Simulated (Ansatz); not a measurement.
These are results of DFT PBE, scalar-relativistic, plane waves, PAW in Ansatz, not measurements. All cells share a 420 eV cutoff and Γ-centred k meshes spaced at most about 0.3 Å⁻¹ (about 0.25 or finer for metals, 2π included). Collinear spin in cells that started with moments and kept them past the coarse steps, no spin elsewhere.

These are static total energies at zero pressure.

Two forms of TiTe2 were relaxed alike.

A. (site moments Ti 0.9 (×2) μB)

```yaml
crystal:
  lattice:
    - [5.23734, 0.00000, 0.00000]
    - [-2.61867, 4.53567, 0.00000]
    - [0.00000, 0.00000, 6.10667]
  atoms:
    - { symbol: Ti, position: [0.33333, 0.66667, 0.25000] }
    - { symbol: Ti, position: [0.66667, 0.33333, 0.75000] }
    - { symbol: Te, position: [0.00000, 0.00000, 0.00000] }
    - { symbol: Te, position: [0.00000, 0.00000, 0.50000] }
    - { symbol: Te, position: [0.33333, 0.66667, 0.75000] }
    - { symbol: Te, position: [0.66667, 0.33333, 0.25000] }
```

B. (site moments Ti 1.4 μB)

```yaml
crystal:
  lattice:
    - [3.53399, 0.00000, 0.00000]
    - [0.00000, 4.28427, 0.00000]
    - [0.00000, 0.00000, 6.24733]
  atoms:
    - { symbol: Ti, position: [0.50000, 0.50000, 0.00000] }
    - { symbol: Te, position: [0.00000, 0.00000, 0.50000] }
    - { symbol: Te, position: [0.00000, 0.00000, 0.00000] }
```

**Question.** Which would you expect to be lower, and how large is the difference?

**Answer.** A is lower, by 281 meV/atom. A has the Ni2In type, space group P6_3/mmc (No. 194), 24.2 Å³/atom and no gap on its mesh; B has space group Pmmm (No. 47), 31.5 Å³/atom and no gap. Counting Te atoms around Ti (those within 1.25 times the shortest such distance or 1.15 times the sum of covalent radii; a plus sign parts nearer from farther groups), A has Ti 5+6 and B has Ti 4. The denser one is the lower, and pressure would at first widen the difference. In A, around Ti lie 5 Te at 3.02–3.05 Å and 6 Te at 3.39 Å; around Te on a site of symmetry -3m lie 2 Te at 3.05 Å, 6 Te at 3.39 Å and 6 Ti at 3.39 Å; Te on a site of symmetry -6m2 is surrounded by 5 Ti at 3.02–3.05 Å and 6 Te at 3.39 Å. In B, Ti is surrounded by 4 Te at 2.78 Å; around Te on its first site lie 2 Te at 3.12 Å and 2 Te at 3.53 Å; Te on its second site is surrounded by 4 Ti at 2.78 Å, 2 Te at 3.12 Å and 2 Te at 3.53 Å. Both come from invented guesses. A third cell relaxed alike, in P-3m1 (a cell as deposited in COD), lies 0.69 eV/atom below the lower of the two.

Spin–orbit coupling, which can matter for Te, is left out. Another magnetic order may lie lower. Cells relaxed within their symmetry can be saddle points.
